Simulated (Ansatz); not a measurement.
Run on Mn (omega type): DFT, PBE, all-electron LAPW, scalar-relativistic (Ansatz 0.2.0). This run: omega relaxed under pressure.

The cell comes from a relaxation on PAW files under the same functional, begun from a prototype that needn't be the stable phase.

Command: `ansatz run input.yaml --threads 2 --pin off --max-ram 7168MiB --backend cpu --events-out ev --progress --plain --runs-dir out` It took 2.2 min on 2 threads of Arm Neoverse V2 (shared host), peak memory 0.94 GiB.

```yaml
crystal:
  lattice:
    - [3.8795618799, 0.0, 0.0]
    - [-1.93978094, 3.3597991436, 0.0]
    - [0.0, 0.0, 2.4359726669]
  atoms:
    - { symbol: Mn, position: [0.0, 0.0, 0.0], spin: 3.0 }
    - { symbol: Mn, position: [0.3333333333, 0.6666666667, 0.5], spin: 3.0 }
    - { symbol: Mn, position: [0.6666666667, 0.3333333333, 0.5], spin: 3.0 }
magnetization:
  spin_polarized: true
kpoints:
  mp_grid: { grid: [9, 9, 13] }
scf:
  occupations: { method: fermi_dirac, width: 0.05 }
hamiltonian:
  xc: pbe
  pseudopotentials: { kind: all_electron, lapw: { basis_error: 0.0005 } }
output:
  forces: true
  stress: true
  eigenvalues: true
relax:
  f_tol: 0.005
  max_steps: 12
  cell: { p_target: 5.3, stress_tol: 0.03 }
```

Output:

```
The last accepted step is kept in <dir> (removed where the run ends without a failure and the disk answers)
LAPW: plane waves up to 10.756 Å⁻¹, error target 5.0e-4 eV per atom; small_component_spin mean_spin; Mn in spheres of 1.086 Å, 21 of its electrons in bands, Dirac shells [] (how accurate: hamiltonian.pseudopotentials.lapw.basis_error, Limitations)
Engine: ansatz 0.2.0
Pseudopotentials: kind: all_electron
Pseudopotential: Mn, LAPW, valence charge 21, lapw/all_electron/scalar/gaussian/Mn, Koelling and Harmon's equation, gaussian nucleus
Functional definition: PBE
  parameter kappa = 0.804
  parameter beta = 0.06672455060314922
  exchange = pbe_x(kappa = kappa, mu = beta*pi^2/3)
  correlation = pbe_c(beta = beta)
Crystal: 3 atoms, lattice volume = 31.752 Å³
Basis set: ecut = 440.78090551627963 eV, 669 PW (Γ), exchange–correlation at level 2
Bands: 44, of which v1, the nominal top of the filled ones, is band 32 counted from 1 (31 counted from 0)
Symmetry: 24 space group operations
Space group: P6/mmm (ITA 191), of the structure as read, at distance tolerance 3.2e-5 Å
Magnetic group: BNS 191.233 (UNI 1463), of the structure as read, at distance tolerance 3.2e-5 Å
k-points: 84 of 1053
Non-local potential: Mn, projectors of the file, none
Initial density: superposition of atomic densities (chi_scale 0.1, normalization cell)
Starting moments: Σ|m| = 9 μB on 3 of 3 sites
Initial wavefunctions: plane waves of lowest kinetic energy (no species holds an atomic orbital)
Functional: x = pbe(κ = 0.804, μ = 0.2195149727645171), c = pbe(β = 0.06672455060314922)
iter 1 solved again at ethr=1.80e-4 eV; its pass at ethr=1.00e-1 eV (dr2=1.14e-1 eV) is discarded
SCF iter   1: F=—  HF=-94581.373862 eV  |F-HF|=—  |Δ(HF+E_count)|=         —  Δρ=4.00e-2 (↑4.00e-2 ↓3.42e-2)  dr2=1.14e-1  dr2_m=3.65e-1  M=6.986 μB ∫|m|=7.003 μB  β_m=0.30  ethr=1.80e-4  ⟨swp⟩=2.9  Hψ=45268  notcnv=0
Mixer restart at iter 1: flushing history
preconditioner: auto → none  [metal: Δε(μ)=0.003 eV  Ē_g=9.846 eV  σ=0.050 eV  W_gap=0.02  n_scr=8 (ndim 8)  ℏωp=30.2 eV  f_vac=0.000  D(μ)=4.99/eV (n_scr^D=70)  sad-step TF]
SCF iter   2: F=—  HF=-94587.329018 eV  |F-HF|=—  |Δ(HF+E_count)|=         —  Δρ=1.56e-1 (↑1.56e-1 ↓1.48e-1)  dr2=9.28e-2  dr2_m=6.73e0  M=0.796 μB ∫|m|=0.799 μB  β_m=1.00  ethr=1.80e-4  ⟨swp⟩=2.3  Hψ=22364  notcnv=0
Mixer restart at iter 2: flushing history
SCF iter   3: F=—  HF=-94584.207258 eV  |F-HF|=—  |Δ(HF+E_count)|=    3.12e0  Δρ=1.12e-2 (↑8.53e-3 ↓1.12e-2)  dr2=1.58e-2  dr2_m=2.42e-2  M=0.338 μB ∫|m|=0.386 μB  β_m=0.30  ethr=7.94e-5  ⟨swp⟩=3.0  Hψ=24160  notcnv=0
SCF iter   4: F=—  HF=-94584.118489 eV  |F-HF|=—  |Δ(HF+E_count)|=   8.88e-2  Δρ=8.23e-3 (↑8.23e-3 ↓6.94e-3)  dr2=4.40e-3  dr2_m=1.59e-2  M=0.284 μB ∫|m|=0.350 μB  β_m=0.45  ethr=2.51e-5  ⟨swp⟩=3.0  Hψ=23157  notcnv=0
iter 5 solved again at ethr=2.59e-7 eV; its pass at ethr=6.98e-6 eV (dr2=1.63e-4 eV) is discarded
SCF iter   5: F=—  HF=-94584.125980 eV  |F-HF|=—  |Δ(HF+E_count)|=         —  Δρ=4.56e-3 (↑4.56e-3 ↓4.25e-3)  dr2=1.63e-4  dr2_m=5.62e-3  M=0.214 μB ∫|m|=0.326 μB  β_m=0.68  ethr=2.59e-7  ⟨swp⟩=2.0  Hψ=34720  notcnv=0
the basis was enlarged: its passes take 1010.7 KiB over the memory plan, 2 of 2 planned eigensolver slots
SCF iter   6: F=—  HF=-94584.127484 eV  |F-HF|=—  |Δ(HF+E_count)|=   1.50e-3  Δρ=1.24e-3 (↑1.09e-3 ↓1.24e-3)  dr2=1.75e-5  dr2_m=3.90e-4  M=0.101 μB ∫|m|=0.286 μB  β_m=0.84  ethr=2.58e-7  ⟨swp⟩=3.0  Hψ=22252  notcnv=0
SCF iter   7: F=—  HF=-94584.127587 eV  |F-HF|=—  |Δ(HF+E_count)|=   1.03e-4  Δρ=1.27e-3 (↑1.27e-3 ↓6.94e-4)  dr2=2.19e-4  dr2_m=2.80e-4  M=0.091 μB ∫|m|=0.253 μB  β_m=0.92  ethr=2.78e-8  ⟨swp⟩=3.0  Hψ=22221  notcnv=0
SCF iter   8: F=—  HF=-94584.127830 eV  |F-HF|=—  |Δ(HF+E_count)|=   2.43e-4  Δρ=1.95e-3 (↑4.59e-4 ↓1.95e-3)  dr2=3.48e-3  dr2_m=1.90e-4  M=0.086 μB ∫|m|=0.229 μB  β_m=0.56  ethr=2.78e-8  ⟨swp⟩=3.0  Hψ=23051  notcnv=0  recentre
SCF iter   9: F=—  HF=-94584.127738 eV  |F-HF|=—  |Δ(HF+E_count)|=   9.20e-5  Δρ=8.71e-4 (↑8.71e-4 ↓5.78e-4)  dr2=1.07e-4  dr2_m=1.45e-4  M=0.067 μB ∫|m|=0.172 μB  β_m=0.44  ethr=2.78e-8  ⟨swp⟩=3.0  Hψ=23019  notcnv=0
SCF iter  10: F=—  HF=-94584.127739 eV  |F-HF|=—  |Δ(HF+E_count)|=   5.81e-7  Δρ=4.46e-4 (↑4.46e-4 ↓3.01e-4)  dr2=3.40e-5  dr2_m=3.43e-5  M=0.037 μB ∫|m|=0.088 μB  β_m=0.77  ethr=2.78e-8  ⟨swp⟩=3.0  Hψ=22420  notcnv=0
SCF iter  11: F=—  HF=-94584.127783 eV  |F-HF|=—  |Δ(HF+E_count)|=   4.41e-5  Δρ=7.90e-5 (↑7.90e-5 ↓7.29e-5)  dr2=3.34e-6  dr2_m=1.17e-6  M=-0.011 μB ∫|m|=0.026 μB  β_m=0.88  ethr=2.78e-8  ⟨swp⟩=3.0  Hψ=22564  notcnv=0
SCF iter  12: F=—  HF=-94584.127790 eV  |F-HF|=—  |Δ(HF+E_count)|=   6.69e-6  Δρ=5.78e-5 (↑5.52e-5 ↓5.78e-5)  dr2=2.56e-7  dr2_m=8.78e-7  M=-0.008 μB ∫|m|=0.018 μB  β_m=0.91  ethr=5.30e-9  ⟨swp⟩=2.9  Hψ=20686  notcnv=0
SCF iter  13: F=—  HF=-94584.127791 eV  |F-HF|=—  |Δ(HF+E_count)|=   1.49e-6  Δρ=2.46e-5 (↑2.46e-5 ↓1.41e-5)  dr2=6.85e-8  dr2_m=1.00e-7  M=-0.002 μB ∫|m|=0.005 μB  β_m=0.70  ethr=4.06e-10  ⟨swp⟩=3.0  Hψ=22728  notcnv=0
SCF iter  14: F=—  HF=-94584.127791 eV  |F-HF|=—  |Δ(HF+E_count)|=   3.50e-8  Δρ=3.91e-6 (↑3.91e-6 ↓3.64e-6)  dr2=1.73e-8  dr2_m=1.52e-9  M=-0.000 μB ∫|m|=0.000 μB  β_m=0.69  ethr=1.09e-10  ⟨swp⟩=3.0  Hψ=22224  notcnv=0
SCF iter  15: F=—  HF=-94584.127791 eV  |F-HF|=—  |Δ(HF+E_count)|=   3.04e-9  Δρ=7.97e-7 (↑7.97e-7 ↓7.41e-7)  dr2=3.76e-11  dr2_m=1.53e-10  M=0.000 μB ∫|m|=0.000 μB  β_m=0.81  ethr=2.75e-11  ⟨swp⟩=2.2  Hψ=20414  notcnv=0
SCF iter  16: F=—  HF=-94584.127791 eV  |F-HF|=—  |Δ(HF+E_count)|=  9.02e-10  Δρ=6.94e-7 (↑6.94e-7 ↓2.60e-7)  dr2=2.33e-10  dr2_m=5.32e-11  M=0.000 μB ∫|m|=0.000 μB  β_m=0.73  ethr=1.66e-11 (applied; sched 1.00e-12)  ⟨swp⟩=2.0  Hψ=20356  notcnv=0
SCF iter  17: F=—  HF=-94584.127791 eV  |F-HF|=—  |Δ(HF+E_count)|=  2.91e-11  Δρ=1.53e-7 (↑8.78e-8 ↓1.53e-7)  dr2=7.13e-12  dr2_m=3.72e-12  M=0.000 μB ∫|m|=0.000 μB  β_m=0.78  ethr=1.66e-11 (applied; sched 1.00e-12)  ⟨swp⟩=2.0  Hψ=20356  notcnv=0
SCF iter  18: F=-94584.127791 eV  HF=-94584.127791 eV  |F-HF|=2.91e-11  |Δ(HF+E_count)|=  7.28e-11  Δρ=7.69e-8 (↑4.20e-8 ↓7.69e-8)  dr2=7.91e-12  dr2_m=1.51e-13  M=0.000 μB ∫|m|=0.000 μB  ethr=1.66e-11 (applied; sched 1.00e-12)  ⟨swp⟩=2.0  Hψ=20356  notcnv=0
[... lines left out ...]
SCF converged after 3 iterations
Magnetization: 0.0000 μB (31.5000 up, 31.5000 down)
Absolute magnetization: 0.0000 μB (∫|ρ↑−ρ↓|)
Spin contamination: 0.0000 ħ² per cell (⟨S²⟩ above its minimum at these occupations)
Per-site moments (μB) at R_I (Å): [(5.2572306081799525e-6, 1.0863350402344614), (-1.2106563360703149e-6, 1.0863350402344614), (-1.2106563360703149e-6, 1.0863350402344614)]
Free energy (F): -94584.127791 eV
Harris-Foulkes:  -94584.127791 eV  (|F-HF|=1.46e-11)
Internal energy: -94584.097320 eV  (E = F + TS)
E sigma→0 (E₀):  -94584.112556 eV
Entropy (-TS):   -0.030471 eV (-10.157 meV/atom)
Fermi energy:    20.946830 eV
--- Per-component energies (eV) ---
  E_band       = -11284.014174
  E_kinetic    = 95787.398749
  E_xc         = -4270.170843
  E_electrostatic = -186101.325226  (all electrons and nuclei)
  E_smearing   = -0.030471  (= −TS)
  E_closure    = 0.000000  (closes the sum)
  E_atoms      = -94556.208961  (free atoms, spherical and without spin; not in F)
  Σ components = -94584.127791   (vs F -94584.127791, Δ=0.00e0)
  Basis errors (estimates in eV, not in F): energy 1.7e-4 per atom: plane waves 1.6e-4 (8.6e-5 summed), levels above the bands 2.0e-143, relativity 1.5e-8, radial functions 1.3e-5, core shells 9.2e-8; eigenvalues (radial functions only) 1.1e-7; not estimated: angular momenta, meshes, grids; target (lapw.basis_error) 5.0e-4; muffin-tin radii Mn 1.086 Å
--- Forces (eV/Å), atoms counted from 1 ---
  atom   1  Mn     0.00000000     0.00000000     0.00000000
  atom   2  Mn     0.00000000    -0.00000000     0.00000000
  atom   3  Mn    -0.00000000     0.00000000     0.00000000
  max |Σ_I F_I| component: 0.00e0 eV/Å
--- Stress (GPa, compression-positive) ---
        5.280391      -0.000000       0.000000
       -0.000000       5.280391      -0.000000
        0.000000      -0.000000       5.276336
  P = ⅓ Tr σ = 5.2790 GPa (52.790 kbar)
--- Band table (eV; the first three rows and the last of 168) ---
  k-point 0 ↑: bands = ["-602.4200", "-602.4200", "-602.4086", "-602.4086", "-602.4086", "-602.4086", "-602.3706", "-602.3305", "-602.3305", "-58.3086", "-58.0430", "-58.0160", "-27.2719", "-27.2719", "-26.9162", "-26.9162", "-26.7896", "-26.5943", "-26.5432", "-26.4619", "-26.4619", "12.6195", "16.8560", "18.6989", "18.6989", "18.7063", "18.7063", "19.2193", "19.8198", "20.4092", "20.4092", "20.8673", "20.8673", "20.9758", "20.9758", "22.9732", "22.9732", "29.8058", "29.8058", "29.8247", "29.8247", "32.7302", "32.8279", "37.5497"]
  k-point 1 ↑: bands = ["-602.4200", "-602.4200", "-602.4086", "-602.4086", "-602.4086", "-602.4086", "-602.3706", "-602.3305", "-602.3305", "-58.3037", "-58.0396", "-58.0135", "-27.2683", "-27.2683", "-26.9076", "-26.9076", "-26.8160", "-26.6199", "-26.5734", "-26.4651", "-26.4651", "12.7921", "16.9775", "18.5613", "18.5613", "18.6115", "18.6115", "19.4122", "19.9474", "20.2804", "20.2804", "20.9710", "20.9710", "21.0924", "21.0924", "22.9259", "22.9259", "29.9495", "29.9495", "29.9971", "29.9971", "32.7291", "32.8240", "36.4765"]
  k-point 2 ↑: bands = ["-602.4200", "-602.4200", "-602.4086", "-602.4086", "-602.4086", "-602.4086", "-602.3706", "-602.3305", "-602.3305", "-58.2900", "-58.0301", "-58.0069", "-27.2585", "-27.2585", "-26.8886", "-26.8830", "-26.8830", "-26.6905", "-26.6567", "-26.4749", "-26.4749", "13.2935", "17.3061", "18.1996", "18.1996", "18.3640", "18.3640", "19.9675", "20.1693", "20.1693", "20.3261", "20.9281", "20.9281", "21.4570", "21.4570", "22.8261", "22.8261", "30.3591", "30.3591", "30.4847", "30.4847", "32.5782", "32.8045", "34.4927"]
  k-point 83 ↓: bands = ["-602.4200", "-602.4200", "-602.4086", "-602.4086", "-602.4086", "-602.4086", "-602.3706", "-602.3305", "-602.3305", "-58.1033", "-58.1033", "-57.9763", "-27.4181", "-27.1780", "-27.1780", "-26.9319", "-26.8941", "-26.8941", "-26.6654", "-26.6654", "-26.4815", "16.2738", "17.8119", "17.8119", "17.9048", "18.1767", "18.1767", "19.6333", "19.6333", "20.3219", "20.3219", "21.3101", "22.5755", "23.0926", "23.1493", "23.1493", "23.7664", "26.4279", "26.4279", "30.2520", "30.2520", "31.0931", "38.2382", "38.8320"]
--- Relaxed structure (1 steps of the walk, 1 accepted, 1 SCFs on fresh bases) ---
  F+E_penalty+E_count = -94584.12779129 eV   max|allowed force component| = 1.480e-16 eV/Å   (the final SCF, on the basis selected at the relaxed cell)
  cell:  # Å, volume = 31.7518 Å³
    - [3.879561879930534, 2.8867524303508595e-11, 0.0]
    - [-1.939780939990267, 3.359799143559123, 0.0]
    - [0.0, 0.0, 2.4359726669]
  atoms:
    - { symbol: Mn, position: [0.0, 0.0, 0.0] }
    - { symbol: Mn, position: [0.33333333333333337, 0.6666666666666667, 0.5] }
    - { symbol: Mn, position: [0.6666666666666667, 0.33333333333333337, 0.5] }
```

Antiferromagnetic order, which Cr and Mn prefer near zero pressure, wasn't tried. The start moments died away, and the runs ended non-magnetic.
